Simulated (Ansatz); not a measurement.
The system is TiSi2.

```
Ti Si
1.0
     1.76511   -6.75928    0.00000
     1.76511    6.75928    0.00000
     0.00000    0.00000    3.56517
Ti Si
2 4
Cartesian
  1.7651 5.3653 0.8913
  1.7651 -5.3653 2.6739
  1.7651 -3.3839 0.8913
  1.7651 3.3839 2.6739
  1.7651 0.7875 0.8913
  1.7651 -0.7875 2.6739
```

The cell comes from a database or a generator and needn't be the stable form of this composition.

Base run:

| Property | Result |
| --- | --- |
| Program | Ansatz 0.2.0 |
| Functional | PBEsol |
| Potentials or basis | Ansatz PAW |
| Cutoff | 420 eV (not typed: the program's choice for these potentials) |
| k mesh | 8 × 8 × 8 |
| Occupations | fermi-dirac, width 0.05 eV |
| Spin | no spin polarisation |
| Hubbard terms | Ti d U = 8 eV |

Its results: band gap on the k mesh none (metal or under the smearing width); pressure 8.0 GPa; largest force 0.456 eV/Å.

Question: The run is repeated on the same cell with these changes: hubbard terms from Ti d U = 8 eV to Ti d U = 1 eV. What comes out?

Answer: Band gap on the k mesh none (metal or under the smearing width); pressure -1.4 GPa; largest force 0.214 eV/Å.

Caveats: U without spin polarisation on a metal has little footing; the PAW data sets come from PBE, with cores solved anew for the run's functional, which leaves a small shift of forces and pressure; the U is typed as a test and isn't derived for this compound.
